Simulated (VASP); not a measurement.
# TiO2 (C2/m) in VASP: reference runs

How does TiO2 come out in PBE? The cell is run as given and disturbed.

All numbers are computed with VASP 6.6.1; they aren't measurements. Logs are shortened: lines on timing, memory, paths and dates and some standing lists are left out, and cuts for length are marked.

## (1) The structure

Symmetry: C2/m, No. 12, monoclinic system. Conventional cell: a = 12.307 Å, b = 3.767 Å, c = 6.616 Å, α = 90.00°, β = 106.95°, γ = 90.00°. Ti (site symmetry m) is surrounded by 4 O at 1.86 to 1.94 Å. Around Ti (site symmetry m) lie 5 O at 1.78 to 2.03 Å. Around O (site symmetry m) lie 3 Ti at 1.94 to 2.03 Å. O (site symmetry m) has 3 Ti at 1.96 to 2.16 Å as nearest neighbours. Around O (site symmetry m) lie 2 Ti at 1.78 to 1.87 Å. O (site symmetry m) has 2 Ti at 1.86 to 1.93 Å as nearest neighbours.

The cell comes from a database or a generator and needn't be the stable form of this composition.

## (2) Single point, PBE

INCAR

```
PREC = Accurate
ENCUT = 520
EDIFF = 1E-7
ISMEAR = -1
SIGMA = 0.05
LREAL = False
LASPH = True
NELM = 60
ALGO = Normal
ISIF = 2
LWAVE = False
LCHARG = True
GGA = PE
LELF = True
LVHAR = True
NBANDS = 60
```

KPOINTS

```
Automatic mesh
0
Gamma
  8 8 4
```

POSCAR

```
TiO2
1.0
    6.1535771931     -1.8834685000      0.0000000000
    6.1535771931      1.8834685000      0.0000000000
   -1.9283261078      0.0000000000      6.3289668713
Ti O
4 8
Direct
    0.9000710000      0.9000710000      0.2896020000
    0.1952860000      0.1952860000      0.2837620000
    0.0999290000      0.0999290000      0.7103980000
    0.8047140000      0.8047140000      0.7162380000
    0.3619310000      0.3619310000      0.2933970000
    0.2634885000      0.2634885000      0.6525000000
    0.8671885000      0.8671885000      0.9952910000
    0.7365115000      0.7365115000      0.3475000000
    0.9416475000      0.9416475000      0.6300210000
    0.1328115000      0.1328115000      0.0047090000
    0.6380690000      0.6380690000      0.7066030000
    0.0583525000      0.0583525000      0.3699790000
```

Potentials or basis: VASP PAW PBE potentials, release 64 (Ti_sv, O).

The run is started by

```console
$ cat potpaw_PBE.64/Ti_sv/POTCAR potpaw_PBE.64/O/POTCAR > POTCAR
$ mpirun -np 1 vasp_std > vasp.out
```

OUTCAR:

```text
PREC = Accurate
   ENCUT = 520
   EDIFF = 1E-7
   ISMEAR = -1
   LREAL = False
   LASPH = True
   NELM = 60
   ISIF = 2
   GGA = PE

 ion  position               nearest neighbor table
   1  0.900  0.900  0.290-  12 1.86   7 1.87   5 1.94   5 1.94   8 2.16   9 2.16
   2  0.195  0.195  0.284-  10 1.78  12 1.93   8 1.96   8 1.96   5 2.03   6 2.34
   3  0.100  0.100  0.710-   9 1.86  10 1.87  11 1.94  11 1.94   6 2.16  12 2.16
   4  0.805  0.805  0.716-   7 1.78   9 1.93   6 1.96   6 1.96  11 2.03   8 2.34
   5  0.362  0.362  0.293-   1 1.94   1 1.94   2 2.03
   6  0.263  0.263  0.653-   4 1.96   4 1.96   3 2.16   2 2.34
   7  0.867  0.867  0.995-   4 1.78   1 1.87
   8  0.737  0.737  0.347-   2 1.96   2 1.96   1 2.16   4 2.34
   9  0.942  0.942  0.630-   3 1.86   4 1.93   1 2.16
  10  0.133  0.133  0.005-   2 1.78   3 1.87
  11  0.638  0.638  0.707-   3 1.94   3 1.94   4 2.03
  12  0.058  0.058  0.370-   1 1.86   2 1.93   3 2.16

  LATTYP: Found a base centered monoclinic cell.
 ALAT       =    12.3071543862
 B/A-ratio  =     0.3060770087
 C/A-ratio  =     0.5375907333
 COS(beta)  =    -0.2914546970

  Lattice vectors:

 A1 = (   6.1535771931,  -1.8834685000,   0.0000000000)
 A2 = (   6.1535771931,   1.8834685000,   0.0000000000)
 A3 = (  -1.9283261078,   0.0000000000,   6.3289668713)

Analysis of symmetry for initial positions (statically):
=====================================================================
 Subroutine PRICEL returns:
 Original cell was already a primitive cell.

 Routine SETGRP: Setting up the symmetry group for a
 base centered monoclinic supercell.

 Subroutine GETGRP returns: Found  4 space group operations
 (whereof  4 operations were pure point group operations)
 out of a pool of  4 trial point group operations.

The static configuration has the point symmetry C_2h.

Analysis of symmetry for dynamics (positions and initial velocities):
=====================================================================
 Subroutine PRICEL returns:
 Original cell was already a primitive cell.

 Routine SETGRP: Setting up the symmetry group for a
 base centered monoclinic supercell.

 Subroutine GETGRP returns: Found  4 space group operations
 (whereof  4 operations were pure point group operations)
 out of a pool of  4 trial point group operations.

The dynamic configuration has the point symmetry C_2h.

 Subroutine INISYM returns: Found  4 space group operations
 (whereof  4 operations are pure point group operations),
 and found     1 'primitive' translations

----------------------------------------------------------------------------------------

                                     Primitive cell

  volume of cell :     146.7063

  direct lattice vectors                    reciprocal lattice vectors
     6.153577193 -1.883468500  0.000000000     0.081253551 -0.265467673  0.024756544
     6.153577193  1.883468500  0.000000000     0.081253551  0.265467673  0.024756544
    -1.928326108  0.000000000  6.328966871     0.000000000  0.000000000  0.158003671

  length of vectors
     6.435368355  6.435368355  6.616212152     0.278725872  0.278725872  0.158003671

  position of ions in fractional coordinates (direct lattice)
     0.900071000  0.900071000  0.289602000
     0.195286000  0.195286000  0.283762000
     0.099929000  0.099929000  0.710398000
     0.804714000  0.804714000  0.716238000
     0.361931000  0.361931000  0.293397000
     0.263488500  0.263488500  0.652500000
     0.867188500  0.867188500  0.995291000
     0.736511500  0.736511500  0.347500000
     0.941647500  0.941647500  0.630021000
     0.132811500  0.132811500  0.004709000
     0.638069000  0.638069000  0.706603000
     0.058352500  0.058352500  0.369979000

  ion indices of the primitive-cell ions
   primitive index   ion index
                 1           1
                 2           2
                 3           3
                 4           4
                 5           5
                 6           6
                 7           7
                 8           8
                 9           9
                10          10
                11          11
                12          12

----------------------------------------------------------------------------------------

 KPOINTS: Automatic mesh

Automatic generation of k-mesh.
 Grid dimensions read from file:
 generate k-points for:    8    8    4

 Generating k-lattice:

  Cartesian coordinates                     Fractional coordinates (reciprocal lattice)
     0.010156694 -0.033183459  0.003094568     0.125000000  0.000000000  0.000000000
     0.010156694  0.033183459  0.003094568     0.000000000  0.125000000  0.000000000
     0.000000000  0.000000000  0.039500918     0.000000000  0.000000000  0.250000000

  Length of vectors
     0.034840734  0.034840734  0.039500918

  Shift w.r.t. Gamma in fractional coordinates (k-lattice)
     0.000000000  0.000000000  0.000000000

 Subroutine IBZKPT returns following result:
 ===========================================

 Found     78 irreducible k-points:

 Following reciprocal coordinates:
            Coordinates               Weight
  0.000000  0.000000  0.000000      1.000000
  0.125000  0.000000  0.000000      4.000000
  0.250000  0.000000  0.000000      4.000000
  0.375000  0.000000 -0.000000      4.000000
  0.500000  0.000000  0.000000      2.000000
  0.125000  0.125000  0.000000      2.000000
[... 16 lines left out ...]
  0.125000  0.000000  0.250000      4.000000
  0.250000  0.000000  0.250000      4.000000
 [... further k-points ...]
   k-points           NKPTS =     78   k-points in BZ     NKDIM =     78   number of bands    NBANDS=     60
   number of dos      NEDOS =    301   number of ions     NIONS =     12
   total plane-waves  NPLWV = 115200
   dimension x,y,z NGX =    48 NGY =   48 NGZ =   50
   dimension x,y,z NGXF=    96 NGYF=   96 NGZF=  100
   ions per type =               4   8
   NGX,Y,Z   is equivalent  to a cutoff of  12.40, 12.40, 12.56 a.u.
   NGXF,Y,Z  is equivalent  to a cutoff of  24.80, 24.80, 25.13 a.u.
 SYSTEM =  unknown system
   PREC   = accura    normal or accurate (medium, high low for compatibility)
   ISTART =      0    job   : 0-new  1-cont  2-samecut
   ICHARG =      2    charge: 1-file 2-atom 10-const
   ISPIN  =      1    spin polarized calculation?
   LNONCOLLINEAR =      F non collinear calculations
   LSORBIT =      F    spin-orbit coupling
   LASPH  =      T    aspherical Exc in radial PAW
   ENCUT  =  520.0 eV  38.22 Ry    6.18 a.u.  11.97 11.97 12.30*2*pi/ulx,y,z
   NELM   =     60;   NELMIN=  2; NELMDL= -5     # of ELM steps
   EDIFF  = 0.1E-06   stopping-criterion for ELM
   LREAL  =      F    real-space projection
   EDIFFG = 0.1E-05   stopping-criterion for IOM
   NSW    =      0    number of steps for IOM
   IBRION =     -1    ionic relax: 0-MD 1-quasi-New 2-CG
   NFREE  =      0    steps in history (QN), initial steepest desc. (CG)
   ISIF   =      2    stress and relaxation
   ISYM   =      2    0-nonsym 1-usesym 2-fastsym
   POTIM  = 0.5000    time-step for ionic-motion
   TEBEG  =    0.0;   TEEND  =   0.0 temperature during run
   PSTRESS=    0.0 pullay stress
   NELECT =      96.0000    total number of electrons
   NUPDOWN=      -1.0000    fix difference up-down
   EMIN   =  10.00;   EMAX   =-10.00  energy-range for DOS
   EFERMI =   0.00;   METHOD = LEGACY
   ISMEAR =    -1;   SIGMA  =   0.05  broadening in eV -4-tet -1-fermi 0-gaus
   EFERMI_NEDOS =   21; number of points for ismear=-14 and -15
   IALGO  =     38    algorithm
   IMIX   =      4    mixing-type and parameters
     AMIX     =   0.40;   BMIX     =  1.00
     AMIX_MAG =   1.60;   BMIX_MAG =  1.00
  volume/ion in A,a.u.               =      12.23        82.50
  Fermi-wavevector in a.u.,A,eV,Ry     =   1.421289  2.685846 27.484606  2.020062
  Thomas-Fermi vector in A             =   2.542114
   LORBIT       =      0    0 simple, 1 ext, 2 COOP (PROOUT), +10 PAW based schemes
   GGA     = PE    functional components
   LHFCALC =     F    Hartree Fock is set to
   AEXX    =    0.0000 exact exchange contribution
   IVDW    =     0    specifies the selected vdW correction
   LEPSILON=     F    determine dielectric tensor
   LRPA    =     F    only Hartree local field effects (RPA)
 non-spin polarized calculation
  energy-cutoff  :      520.00
  volume of cell :      146.71
 maximum number of plane-waves:      3974
   NGX = 23   NGY = 23   NGZ = 25

 number of electron      96.0000007 magnetization

 Free energy of the ion-electron system (eV)
  ---------------------------------------------------
  ext. energy  EPLUGINS =         0.00000000
  ---------------------------------------------------
  free energy    TOTEN  =      -107.79833146 eV

  energy without entropy =     -107.79833146  energy(sigma->0) =     -107.79833146

 E-fermi :   3.7552     XC(G=0): -10.2735

 val. band max:        2.5039829398   @ k =  -0.3750   0.2500   0.5000
 cond. band min:       5.2293931126   @ k =   0.0000   0.0000   0.0000
 fundamental gap:      2.7254101728
 Fermi energy:         3.7551550509

 k-point     1 :       0.0000    0.0000    0.0000
  band No.  band energies     occupation
      1     -53.6846      2.00000
      2     -53.6731      2.00000
      3     -53.5877      2.00000
      4     -53.5815      2.00000
      5     -30.0825      2.00000
      6     -30.0356      2.00000
[... 52 lines left out ...]
     59       7.3280      0.00000
     60       7.5585      0.00000

 k-point     2 :       0.1250    0.0000    0.0000
  band No.  band energies     occupation
      1     -53.6840      2.00000
      2     -53.6727      2.00000
      3     -53.5873      2.00000
      4     -53.5816      2.00000
      5     -30.0800      2.00000
      6     -30.0339      2.00000
[... 1375 lines left out ...]
     59       7.1316      0.00000
     60       7.1707      0.00000

 k-point    24 :       0.2500    0.0000    0.2500
  band No.  band energies     occupation
      1     -53.6822      2.00000
      2     -53.6718      2.00000
      3     -53.5864      2.00000
      4     -53.5817      2.00000
      5     -30.0734      2.00000
      6     -30.0310      2.00000
[... 52 lines left out ...]
     59       7.0658      0.00000
     60       7.1105      0.00000

 [... further k-points ...]
[... 5 lines left out ...]
  --------------------------------------------------------------------------------------
  -------------------------------------------------------------------------------------
  Total       -0.4910443     -0.4922710     -0.5382768      0.0000000      0.0000000     -0.0081758
  in kB       -5.3626866     -5.3760835     -5.8785124      0.0000000      0.0000000     -0.0892873
  external PRESSURE =      -5.5390942 kB  Pullay stress =       0.0000000 kB

 VOLUME and BASIS-vectors are now :
 -----------------------------------------------------------------------------
  energy-cutoff  :      520.00
  volume of cell :      146.71
      direct lattice vectors                 reciprocal lattice vectors
     6.153577193 -1.883468500  0.000000000     0.081253551 -0.265467673  0.024756544
     6.153577193  1.883468500  0.000000000     0.081253551  0.265467673  0.024756544
    -1.928326108  0.000000000  6.328966871     0.000000000  0.000000000  0.158003671

 POSITION                                       TOTAL-FORCE (eV/Angst)
 -----------------------------------------------------------------------------------
     10.51887      0.00000      1.83288         0.003465      0.000000     -0.045158
      1.85623      0.00000      1.79592        -0.051752      0.000000     -0.100815
     -0.14004      0.00000      4.49609        -0.003465      0.000000      0.045158
      8.52260      0.00000      4.53305         0.051752      0.000000      0.100815
      3.88858      0.00000      1.85690        -0.022304      0.000000     -0.010692
      1.98456      0.00000      4.12965        -0.001266      0.000000      0.028278
      8.75338      0.00000      6.29916        -0.039062      0.000000     -0.011448
      8.39427      0.00000      2.19932         0.001266      0.000000     -0.028278
     10.37412      0.00000      3.98738         0.003829      0.000000      0.019226
      1.62545      0.00000      0.02980         0.039062      0.000000      0.011448
      6.49025      0.00000      4.47207         0.022304      0.000000      0.010692
      0.00471      0.00000      2.34158        -0.003829      0.000000     -0.019226
 -----------------------------------------------------------------------------------
    total drift:                               -0.000000     -0.000000      0.000000

  FREE ENERGIE OF THE ION-ELECTRON SYSTEM (eV)
  ---------------------------------------------------
  free  energy   TOTEN  =      -107.7983314603 eV

  energy  without entropy=     -107.7983314603  energy(sigma->0) =     -107.79833146
```

It took 35 min on 1 thread of Intel Xeon Platinum 8488C (Sapphire Rapids), shared host; peak memory 0.64 GiB.

Results:

* Free energy: -107.7983 eV
* Pressure: -0.6 GPa
* Largest force: 0.113 eV/Å
* Band gap on the k mesh: 2.73 eV, indirect (least direct gap 2.90 eV)

Forces on the atoms (eV/Å):
```
Ti   0.003  0.000 -0.045
Ti  -0.052  0.000 -0.101
Ti  -0.003  0.000  0.045
Ti   0.052  0.000  0.101
O   -0.022  0.000 -0.011
O   -0.001  0.000  0.028
O   -0.039  0.000 -0.011
O    0.001  0.000 -0.028
O    0.004  0.000  0.019
O    0.039  0.000  0.011
O    0.022  0.000  0.011
O   -0.004  0.000 -0.019
```

A k mesh can miss the band edges. Expect the measured gap to be larger: semilocal functionals such as PBE lack the derivative discontinuity.

## (3) Single point, PBE (atoms moved at random, drawn with an rms of 0.05 Å)

INCAR

```
SYSTEM = TiO2
PREC     = Accurate       ! precision mode
ENCUT    = 520            ! plane-wave cutoff, eV
EDIFF    = 1E-7           ! SCF threshold, eV
ISMEAR   = -1             ! smearing method
SIGMA    = 0.05           ! smearing width, eV
LREAL    = .False.        ! projectors in reciprocal space
LASPH    = .True.         ! aspherical terms in the spheres
NELM     = 100            ! most SCF steps
ALGO     = Normal         ! electronic algorithm
ISIF     = 2              ! what is computed and relaxed
LWAVE    = .False.        ! write WAVECAR
LCHARG   = .False.        ! write CHGCAR
GGA      = PE             ! functional
NBANDS   = 60             ! bands
```

KPOINTS

```
Automatic mesh
0
Gamma
  8 8 4
  0 0 0
```

POSCAR

```
TiO2
1.0
    6.1535771931     -1.8834685000      0.0000000000
    6.1535771931      1.8834685000      0.0000000000
   -1.9283261078      0.0000000000      6.3289668713
Ti O
4 8
Direct
    0.8995950000      0.8977300000      0.2941940000
    0.1969270000      0.1927960000      0.2799990000
    0.1063900000      0.0938710000      0.7101730000
    0.7966590000      0.8129490000      0.7234640000
    0.3586780000      0.3653630000      0.2924900000
    0.2638720000      0.2566350000      0.6523250000
    0.8672130000      0.8627870000      0.9892210000
    0.7437490000      0.7316150000      0.3503470000
    0.9335380000      0.9447960000      0.6294940000
    0.1072370000      0.1585830000      0.0114260000
    0.6506380000      0.6319970000      0.7039460000
    0.0522670000      0.0643720000      0.3737340000
```

Potentials or basis: VASP PAW PBE potentials, release 64 (Ti_sv, O).

The run is started by

```console
$ cat potpaw_PBE.64/Ti_sv/POTCAR potpaw_PBE.64/O/POTCAR > POTCAR
$ mpirun -np 1 vasp_std > vasp.out
```

Run time: 35 min. Hardware: 1 thread of Intel Xeon Platinum 8488C (Sapphire Rapids), shared host; peak memory 0.88 GiB.

Results (log left out):

```
Free energy            : -107.5720 eV
Pressure               : 1.0 GPa
Largest force          : 2.368 eV/Å
Band gap on the k mesh : 2.79 eV, indirect (least direct gap 2.96 eV)
```

Forces on the atoms (eV/Å):
```
Ti   0.272  0.052  0.020
Ti  -0.102  0.028  1.532
Ti  -0.008  0.065 -0.270
Ti  -0.029 -0.325 -1.877
O    0.060 -0.290 -0.144
O    0.179  0.132  0.273
O    0.189  0.059  2.360
O    0.002  0.417 -0.443
O    0.913 -0.138  0.010
O   -0.120 -0.366 -1.620
O   -1.003  0.529  0.304
O   -0.352 -0.162 -0.146
```

Stress tensor (GPa, compression positive):
```
-0.05 -0.38  0.98
-0.38 -0.84 -0.27
 0.98 -0.27  4.04
```

Levels at points of the mesh, in eV from the valence-band top:
| k point | band 44 | band 45 | band 46 | band 47 | band 48 | band 49 | band 50 | band 51 | band 52 | band 53 |
| --- | --- | --- | --- | --- | --- | --- | --- | --- | --- | --- |
| (0.00, 0.00, 0.00) | -0.74 | -0.68 | -0.59 | -0.22 | -0.19 | 2.79 | 3.09 | 3.36 | 3.42 | 3.47 |
| (0.50, 0.00, 0.00) | -0.95 | -0.77 | -0.30 | -0.17 | -0.13 | 3.17 | 3.32 | 3.60 | 3.72 | 3.90 |
| (0.00, 0.50, 0.00) | -1.00 | -0.72 | -0.31 | -0.25 | -0.08 | 3.13 | 3.28 | 3.53 | 3.66 | 3.90 |
| (0.50, 0.50, 0.00) | -0.76 | -0.74 | -0.49 | -0.30 | -0.07 | 2.92 | 2.98 | 3.46 | 3.53 | 3.56 |
| (0.00, 0.00, 0.50) | -0.77 | -0.60 | -0.52 | -0.44 | -0.27 | 2.92 | 3.03 | 3.36 | 3.44 | 3.50 |
| (0.50, 0.00, 0.50) | -0.67 | -0.58 | -0.55 | -0.10 | -0.03 | 3.21 | 3.26 | 3.50 | 3.70 | 3.80 |
| (0.00, 0.50, 0.50) | -0.71 | -0.60 | -0.49 | -0.11 | 0.00 | 3.17 | 3.21 | 3.38 | 3.66 | 3.86 |
| (0.50, 0.50, 0.50) | -0.87 | -0.66 | -0.25 | -0.19 | -0.15 | 3.02 | 3.07 | 3.37 | 3.40 | 3.48 |
